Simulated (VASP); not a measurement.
# F (C2/m) in VASP: notebook

The runs below take F through single point, with PBE.

Everything below comes from runs of VASP 6.6.1. Logs are shortened: lines on timing, memory, paths and dates and some standing lists are left out, and cuts for length are marked.

### Step 1. The crystal as given

It takes space group C2/m (No. 12, monoclinic). The conventional cell has a = 5.301 Å, b = 3.035 Å, c = 7.047 Å, α = 90.00°, β = 107.37°, γ = 90.00°. F (site symmetry m) is surrounded by 1 F at 1.41 Å. F (site symmetry m) has 1 F at 1.41 Å as nearest neighbours.

### Step 2. Single point, PBE

The input, INCAR:

```
PREC = Accurate
ENCUT = 520
EDIFF = 1E-7
ISMEAR = -1
SIGMA = 0.02
LREAL = F
LASPH = T
NELM = 80
ALGO = Fast
ISIF = 2
LWAVE = F
LCHARG = T
GGA = PE
LELF = T
LVHAR = T
NBANDS = 22
```

The input, KPOINTS:

```
regular mesh
0
Gamma
  7 7 3
```

The input, POSCAR:

```
F
1.0
    2.6504940000     -1.5173210000      0.0000000000
    2.6504940000      1.5173210000      0.0000000000
   -2.1034240000      0.0000000000      6.7261080000
F
4
Direct
    0.5044950000      0.5044950000      0.4008500000
    0.0853580000      0.0853580000      0.0986030000
    0.4955050000      0.4955050000      0.5991500000
    0.9146420000      0.9146420000      0.9013970000
```

Potentials or basis: VASP PAW PBE potentials, release 64 (F).

On the command line:

```
$ cat potpaw_PBE.64/F/POTCAR > POTCAR
$ mpirun -np 1 vasp_std > vasp.out
```

OUTCAR:

```text
PREC = Accurate
   ENCUT = 520
   EDIFF = 1E-7
   ISMEAR = -1
   LREAL = F
   LASPH = T
   NELM = 80
   ISIF = 2
   GGA = PE

 ion  position               nearest neighbor table
   1  0.504  0.504  0.401-   3 1.41
   2  0.085  0.085  0.099-   4 1.41
   3  0.496  0.496  0.599-   1 1.41
   4  0.915  0.915  0.901-   2 1.41

  LATTYP: Found a base centered monoclinic cell.
 ALAT       =     5.3009880000
 B/A-ratio  =     0.5724672457
 C/A-ratio  =     1.3294378979
 COS(beta)  =    -0.2984708682

  Lattice vectors:

 A1 = (   2.6504940000,  -1.5173210000,   0.0000000000)
 A2 = (   2.6504940000,   1.5173210000,   0.0000000000)
 A3 = (  -2.1034240000,   0.0000000000,   6.7261080000)

Analysis of symmetry for initial positions (statically):
=====================================================================
 Subroutine PRICEL returns:
 Original cell was already a primitive cell.

 Routine SETGRP: Setting up the symmetry group for a
 base centered monoclinic supercell.

 Subroutine GETGRP returns: Found  4 space group operations
 (whereof  4 operations were pure point group operations)
 out of a pool of  4 trial point group operations.

The static configuration has the point symmetry C_2h.

Analysis of symmetry for dynamics (positions and initial velocities):
=====================================================================
 Subroutine PRICEL returns:
 Original cell was already a primitive cell.

 Routine SETGRP: Setting up the symmetry group for a
 base centered monoclinic supercell.

 Subroutine GETGRP returns: Found  4 space group operations
 (whereof  4 operations were pure point group operations)
 out of a pool of  4 trial point group operations.

The dynamic configuration has the point symmetry C_2h.

 Subroutine INISYM returns: Found  4 space group operations
 (whereof  4 operations are pure point group operations),
 and found     1 'primitive' translations

----------------------------------------------------------------------------------------

                                     Primitive cell

  volume of cell :      54.1001

  direct lattice vectors                    reciprocal lattice vectors
     2.650494000 -1.517321000  0.000000000     0.188644079 -0.329528162  0.058993772
     2.650494000  1.517321000  0.000000000     0.188644079  0.329528162  0.058993772
    -2.103424000  0.000000000  6.726108000     0.000000000  0.000000000  0.148674389

  length of vectors
     3.054076204  3.054076204  7.047334344     0.384259890  0.384259890  0.148674389

  position of ions in fractional coordinates (direct lattice)
     0.504495000  0.504495000  0.400850000
     0.085358000  0.085358000  0.098603000
     0.495505000  0.495505000  0.599150000
     0.914642000  0.914642000  0.901397000

  ion indices of the primitive-cell ions
   primitive index   ion index
                 1           1
                 2           2
                 3           3
                 4           4

----------------------------------------------------------------------------------------

 KPOINTS: regular mesh

Automatic generation of k-mesh.
 Grid dimensions read from file:
 generate k-points for:    7    7    3

 Generating k-lattice:

  Cartesian coordinates                     Fractional coordinates (reciprocal lattice)
     0.026949154 -0.047075452  0.008427682     0.142857143 -0.000000000  0.000000000
     0.026949154  0.047075452  0.008427682    -0.000000000  0.142857143  0.000000000
     0.000000000  0.000000000  0.049558130     0.000000000  0.000000000  0.333333333

  Length of vectors
     0.054894270  0.054894270  0.049558130

  Shift w.r.t. Gamma in fractional coordinates (k-lattice)
     0.000000000  0.000000000  0.000000000

 Subroutine IBZKPT returns following result:
 ===========================================

 Found     44 irreducible k-points:

 Following reciprocal coordinates:
            Coordinates               Weight
  0.000000  0.000000  0.000000      1.000000
  0.142857  0.000000  0.000000      4.000000
  0.285714  0.000000  0.000000      4.000000
  0.428571  0.000000  0.000000      4.000000
  0.142857  0.142857  0.000000      2.000000
  0.285714  0.142857  0.000000      4.000000
[... 16 lines left out ...]
 -0.142857 -0.000000  0.333333      4.000000
  0.142857  0.142857  0.333333      2.000000
 [... further k-points ...]
   k-points           NKPTS =     44   k-points in BZ     NKDIM =     44   number of bands    NBANDS=     22
   number of dos      NEDOS =    301   number of ions     NIONS =      4
   total plane-waves  NPLWV =  31104
   dimension x,y,z NGX =    24 NGY =   24 NGZ =   54
   dimension x,y,z NGXF=    48 NGYF=   48 NGZF=  108
   ions per type =               4
   NGX,Y,Z   is equivalent  to a cutoff of  13.06, 13.06, 12.74 a.u.
   NGXF,Y,Z  is equivalent  to a cutoff of  26.13, 26.13, 25.48 a.u.
 SYSTEM =  unknown system
   PREC   = accura    normal or accurate (medium, high low for compatibility)
   ISTART =      0    job   : 0-new  1-cont  2-samecut
   ICHARG =      2    charge: 1-file 2-atom 10-const
   ISPIN  =      1    spin polarized calculation?
   LNONCOLLINEAR =      F non collinear calculations
   LSORBIT =      F    spin-orbit coupling
   LASPH  =      T    aspherical Exc in radial PAW
   ENCUT  =  520.0 eV  38.22 Ry    6.18 a.u.   5.68  5.68 13.10*2*pi/ulx,y,z
   NELM   =     80;   NELMIN=  2; NELMDL= -5     # of ELM steps
   EDIFF  = 0.1E-06   stopping-criterion for ELM
   LREAL  =      F    real-space projection
   EDIFFG = 0.1E-05   stopping-criterion for IOM
   NSW    =      0    number of steps for IOM
   IBRION =     -1    ionic relax: 0-MD 1-quasi-New 2-CG
   NFREE  =      0    steps in history (QN), initial steepest desc. (CG)
   ISIF   =      2    stress and relaxation
   ISYM   =      2    0-nonsym 1-usesym 2-fastsym
   POTIM  = 0.5000    time-step for ionic-motion
   TEBEG  =    0.0;   TEEND  =   0.0 temperature during run
   PSTRESS=    0.0 pullay stress
   NELECT =      28.0000    total number of electrons
   NUPDOWN=      -1.0000    fix difference up-down
   EMIN   =  10.00;   EMAX   =-10.00  energy-range for DOS
   EFERMI =   0.00;   METHOD = LEGACY
   ISMEAR =    -1;   SIGMA  =   0.02  broadening in eV -4-tet -1-fermi 0-gaus
   EFERMI_NEDOS =   21; number of points for ismear=-14 and -15
   IALGO  =     68    algorithm
   IMIX   =      4    mixing-type and parameters
     AMIX     =   0.40;   BMIX     =  1.00
     AMIX_MAG =   1.60;   BMIX_MAG =  1.00
  volume/ion in A,a.u.               =      13.53        91.27
  Fermi-wavevector in a.u.,A,eV,Ry     =   1.314402  2.483859 23.506132  1.727652
  Thomas-Fermi vector in A             =   2.444657
   LORBIT       =      0    0 simple, 1 ext, 2 COOP (PROOUT), +10 PAW based schemes
   GGA     = PE    functional components
   LHFCALC =     F    Hartree Fock is set to
   AEXX    =    0.0000 exact exchange contribution
   IVDW    =     0    specifies the selected vdW correction
   LEPSILON=     F    determine dielectric tensor
   LRPA    =     F    only Hartree local field effects (RPA)
 non-spin polarized calculation
 RMM-DIIS sequential band-by-band and
  energy-cutoff  :      520.00
  volume of cell :       54.10
 maximum number of plane-waves:      1469
   NGX = 11   NGY = 11   NGZ = 27

 number of electron      28.0000014 magnetization

 Free energy of the ion-electron system (eV)
  ---------------------------------------------------
  ext. energy  EPLUGINS =         0.00000000
  ---------------------------------------------------
  free energy    TOTEN  =        -7.19803308 eV

  energy without entropy =       -7.19803308  energy(sigma->0) =       -7.19803308

 E-fermi :  -3.6373     XC(G=0):  -8.3980

 val. band max:       -4.1975287237   @ k =   0.4286   0.4286   0.0000
 cond. band min:      -1.7004263090   @ k =   0.0000   0.0000   0.0000
 fundamental gap:      2.4971024146
 Fermi energy:        -3.6373442315

 k-point     1 :       0.0000    0.0000    0.0000
  band No.  band energies     occupation
      1     -29.4595      2.00000
      2     -29.2592      2.00000
      3     -23.2527      2.00000
      4     -22.7221      2.00000
      5     -11.2167      2.00000
      6     -10.0705      2.00000
[... 14 lines left out ...]
     21      16.2248      0.00000
     22      19.4858      0.00000

 k-point     2 :       0.1429    0.0000    0.0000
  band No.  band energies     occupation
      1     -29.4215      2.00000
      2     -29.2362      2.00000
      3     -23.2060      2.00000
      4     -22.7287      2.00000
      5     -11.1575      2.00000
      6     -10.1178      2.00000
[... 14 lines left out ...]
     21      16.5933      0.00000
     22      16.8815      0.00000

 k-point     3 :       0.2857    0.0000    0.0000
  band No.  band energies     occupation
      1     -29.3329      2.00000
      2     -29.1865      2.00000
      3     -23.0877      2.00000
      4     -22.7566      2.00000
      5     -10.9937      2.00000
      6     -10.2586      2.00000
[... 14 lines left out ...]
     21      14.8742      0.00000
     22      16.0308      0.00000

 k-point     4 :       0.4286    0.0000    0.0000
  band No.  band energies     occupation
      1     -29.2561      2.00000
      2     -29.1507      2.00000
      3     -22.9508      2.00000
      4     -22.8202      2.00000
      5     -10.7574      2.00000
      6     -10.4837      2.00000
[... 14 lines left out ...]
     21      13.1331      0.00000
     22      14.5647      0.00000

 k-point     5 :       0.1429    0.1429    0.0000
  band No.  band energies     occupation
      1     -29.4145      2.00000
      2     -29.2395      2.00000
      3     -23.1942      2.00000
      4     -22.7551      2.00000
      5     -11.1343      2.00000
      6     -10.1739      2.00000
[... 417 lines left out ...]
 k-point    22 :      -0.2857   -0.0000    0.3333
  band No.  band energies     occupation
      1     -29.3322      2.00000
      2     -29.1872      2.00000
      3     -23.0858      2.00000
      4     -22.7587      2.00000
      5     -10.9696      2.00000
      6     -10.2617      2.00000
[... 14 lines left out ...]
     21      14.4954      0.00000
     22      15.0530      0.00000

 k-point    23 :      -0.1429   -0.0000    0.3333
  band No.  band energies     occupation
      1     -29.4024      2.00000
      2     -29.2573      2.00000
      3     -23.1347      2.00000
      4     -22.8024      2.00000
      5     -11.0039      2.00000
      6     -10.2928      2.00000
[... 14 lines left out ...]
     21      17.1714      0.00000
     22      17.3345      0.00000

 k-point    24 :       0.1429    0.1429    0.3333
  band No.  band energies     occupation
      1     -29.3773      2.00000
      2     -29.2799      2.00000
      3     -23.0179      2.00000
      4     -22.9353      2.00000
      5     -10.7417      2.00000
      6     -10.6011      2.00000
[... 14 lines left out ...]
     21      16.9689      0.00000
     22      17.2188      0.00000

 [... further k-points ...]

------------------------ aborting loop because EDIFF is reached ----------------------------------------

  FORCE on cell =-STRESS in cart. coord.  units (eV):
  Direction    XX          YY          ZZ          XY          YZ          ZX
  --------------------------------------------------------------------------------------
  -------------------------------------------------------------------------------------
  Total        0.8029043      0.5900315      1.8621445      0.0000000      0.0000000     -0.0010542
  in kB       23.7780503     17.4738121     55.1474994      0.0000000      0.0000000     -0.0312214
  external PRESSURE =      32.1331206 kB  Pullay stress =       0.0000000 kB

 VOLUME and BASIS-vectors are now :
 -----------------------------------------------------------------------------
  energy-cutoff  :      520.00
  volume of cell :       54.10
      direct lattice vectors                 reciprocal lattice vectors
     2.650494000 -1.517321000  0.000000000     0.188644079 -0.329528162  0.058993772
     2.650494000  1.517321000  0.000000000     0.188644079  0.329528162  0.058993772
    -2.103424000  0.000000000  6.726108000     0.000000000  0.000000000  0.148674389

 POSITION                                       TOTAL-FORCE (eV/Angst)
 -----------------------------------------------------------------------------------
      1.83116      0.00000      2.69616         0.161768      0.000000     -0.477481
      0.24508      0.00000      0.66321         0.171996      0.000000      0.479470
      1.36640      0.00000      4.02995        -0.161768      0.000000      0.477481
      2.95249      0.00000      6.06289        -0.171996      0.000000     -0.479470
 -----------------------------------------------------------------------------------
    total drift:                                0.000000     -0.000000     -0.000000

  FREE ENERGIE OF THE ION-ELECTRON SYSTEM (eV)
  ---------------------------------------------------
  free  energy   TOTEN  =        -7.1980330815 eV

  energy  without entropy=       -7.1980330815  energy(sigma->0) =       -7.19803308
```

Run time: 30 s. Hardware: 1 thread of AMD EPYC 9R45 (Zen 5), shared host; peak memory 0.15 GiB.

What came out:

```
Free energy            : -7.1980 eV
Pressure               : 3.2 GPa
Largest force          : 0.509 eV/Å
Band gap on the k mesh : 2.50 eV, indirect (least direct gap 2.57 eV)
```

Forces in eV/Å, atoms in the order of the input:
```
F    0.162  0.000 -0.477
F    0.172  0.000  0.479
F   -0.162  0.000  0.477
F   -0.172  0.000 -0.479
```

Stress tensor (GPa, compression positive):
```
2.38 0.00 0.00
0.00 1.75 0.00
0.00 0.00 5.51
```

Levels at points of the mesh, in eV from the valence-band top:
| k point | band 11 | band 12 | band 13 | band 14 | band 15 | band 16 | band 17 | band 18 |
| --- | --- | --- | --- | --- | --- | --- | --- | --- |
| (0.00, 0.00, 0.00) | -0.44 | -0.23 | -0.22 | -0.07 | 2.50 | 3.73 | 9.70 | 11.94 |

Caveat: an odd mesh through Γ misses points on the zone boundary, where band edges often lie.

### Step 3. Single point, PBE

This run uses another cell than the first one, of 13.36 Å³/atom, 0.988 times its volume.

The input, INCAR:

```
ALGO     = Normal         # electronic algorithm
EDIFF    = 1E-6           # SCF threshold, eV
ENCUT    = 520            # plane-wave cutoff, eV
GGA      = PE             # functional
ISIF     = 2              # what is computed and relaxed
ISMEAR   = -1             # smearing method
LASPH    = T              # aspherical terms in the spheres
LCHARG   = T              # write CHGCAR
LELF     = T              # ELF
LREAL    = F              # projectors in reciprocal space
LVHAR    = T            
LWAVE    = F              # write WAVECAR
NBANDS   = 22             # bands
NELM     = 100            # most SCF steps
PREC     = Accurate       # precision mode
SIGMA    = 0.02           # smearing width, eV
```

The input, KPOINTS:

```
k-points
0
Gamma
  6 6 3
```

The input, POSCAR:

```
F
1.0
    2.5563220000     -1.5840270000      0.0000000000
    2.5563220000      1.5840270000      0.0000000000
   -0.5621110000      0.0000000000      6.5977090000
F
4
Direct
    0.5958330000      0.9153360000      0.5979550000
    0.0846640000      0.4041670000      0.9020450000
    0.4041670000      0.0846640000      0.4020450000
    0.9153360000      0.5958330000      0.0979560000
```

Potentials or basis: VASP PAW PBE potentials, release 64 (F).

On the command line:

```
$ cat potpaw_PBE.64/F/POTCAR > POTCAR
$ mpirun -np 1 vasp_std > vasp.out
```

Wall time 18 s (1 thread of AMD EPYC 9R45 (Zen 5), shared host); peak memory 0.14 GiB.

Results (log left out):

| Property | Result |
| --- | --- |
| Free energy | -7.2005 eV |
| Pressure | 3.3 GPa |
| Largest force | 0.524 eV/Å |
| Band gap on the k mesh | 2.67 eV, direct |

Forces on the atoms (eV/Å):
```
F   -0.020 -0.206  0.482
F    0.020 -0.206 -0.482
F    0.020  0.206 -0.482
F   -0.020  0.206  0.482
```

Stress tensor (GPa, compression positive):
```
 1.87  0.00 -0.09
 0.00  2.75  0.00
-0.09  0.00  5.35
```

Levels at points of the mesh, in eV from the valence-band top:
| k point | band 11 | band 12 | band 13 | band 14 | band 15 | band 16 | band 17 | band 18 |
| --- | --- | --- | --- | --- | --- | --- | --- | --- |
| (0.00, 0.00, 0.00) | -0.49 | -0.17 | -0.06 | 0.00 | 2.67 | 3.81 | 9.89 | 12.36 |
| (0.50, 0.00, 0.00) | -0.63 | -0.58 | -0.17 | -0.13 | 3.37 | 3.39 | 14.73 | 14.79 |
| (0.50, 0.50, 0.00) | -0.99 | -0.64 | -0.30 | -0.17 | 2.98 | 3.72 | 14.87 | 15.73 |

Caveat: an odd mesh through Γ misses points on the zone boundary, where band edges often lie.
